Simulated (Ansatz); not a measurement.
**What a change of settings does to a run on CdO**

The cell was built from the rocksalt type and relaxed in the same program; it needn't be a known or the stable phase. The listed cell was then made from it by scaling, straining or moving an atom.

First run: DFT, PBE, PAW with Ansatz's default frozen-core files, scalar-relativistic (Ansatz 0.2.0).

Command: `ansatz run input.yaml --threads 1 --pin off --max-ram 2048MiB --backend cpu --events-out ev --progress --plain --runs-dir out` The run took 6.8 s on 1 thread of Intel(R) Xeon(R) Platinum 8259CL CPU @ 2.50GHz (Skylake/Cascade Lake), with other jobs on the host.

```yaml
crystal:
  lattice:
    - [0.0, 2.4230513445, 2.4230513445]
    - [2.4230513445, 0.0, 2.4230513445]
    - [2.4230513445, 2.4230513445, 0.0]
  atoms:
    - { symbol: Cd, position: [0.0, 0.0, 0.0] }
    - { symbol: O, position: [0.5, 0.5, 0.5] }
kpoints:
  mp_grid: { grid: [16, 16, 16] }
scf:
  occupations: { method: fermi_dirac, width: 0.08 }
hamiltonian:
  xc: pbe
  pseudopotentials: { kind: paw }
output:
  forces: true
  stress: true
  eigenvalues: true
  efg: { contact_densities: true }
  write_density: true
  write_potential: true
  elf: true
  volumetric_format: npy
```

Result: converged; pressure -5.45 GPa; no gap on the k mesh; 6 SCF iterations.

The input is then changed:

```diff
@@ -14,4 +14,5 @@
   xc: pbe
   pseudopotentials: { kind: paw }
+  dispersion: d4
 output:
   forces: true
```

Task: What does the second run give?

Result: It converged; pressure -8.44 GPa; no gap on the k mesh; 6 SCF iterations.
